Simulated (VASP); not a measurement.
Here is a VASP 6.6.1 calculation.

Contents of INCAR:

```
SYSTEM = GaP
ALGO = Normal
EDIFF = 1E-7
EDIFFG = -0.005
ENCUT = 600
GGA = PS
IBRION = 2
ISIF = 3
ISMEAR = 0
LASPH = .True.
LCHARG = .False.
LREAL = .False.
LWAVE = .False.
NELM = 80
NSW = 90
PREC = Accurate
SIGMA = 0.03
```

File KPOINTS:

```
k-points
0
Gamma
  8 8 8
  0 0 0
```

Contents of POSCAR:

```
GaP                                     
1.0
   -0.0000000000      2.7184163015      2.7184163015
    2.7184163015      0.0000000000      2.7184163015
    2.7184163015      2.7184163015     -0.0000000000
  Ga              P             
     1     1
Direct
     0.0000000000000000    0.0000000000000000    0.0000000000000000
     0.2500000000000000    0.2500000000000000    0.2500000000000000
```

Potentials or basis: VASP PAW PBE potentials, release 64 (Ga_d, P).

Run with:

```sh
$ cat potpaw_PBE.64/Ga_d/POTCAR potpaw_PBE.64/P/POTCAR > POTCAR
$ mpirun -np 1 vasp_std > vasp.out
```

Q: What does it give for the band gap on the k mesh?

A: 1.50 eV, indirect (least direct gap 1.81 eV).

Final structure:
```yaml
crystal:
  lattice:
    - [0.00000, 2.71842, 2.71842]
    - [2.71842, 0.00000, 2.71842]
    - [2.71842, 2.71842, 0.00000]
  atoms:
    - { symbol: Ga, position: [0.00000, 0.00000, 0.00000] }
    - { symbol: P, position: [0.25000, 0.25000, 0.25000] }
```

Caveat: the relaxation stopped at its first step, so nothing moved. As with any semilocal functional, this PBEsol gap is likely too small.
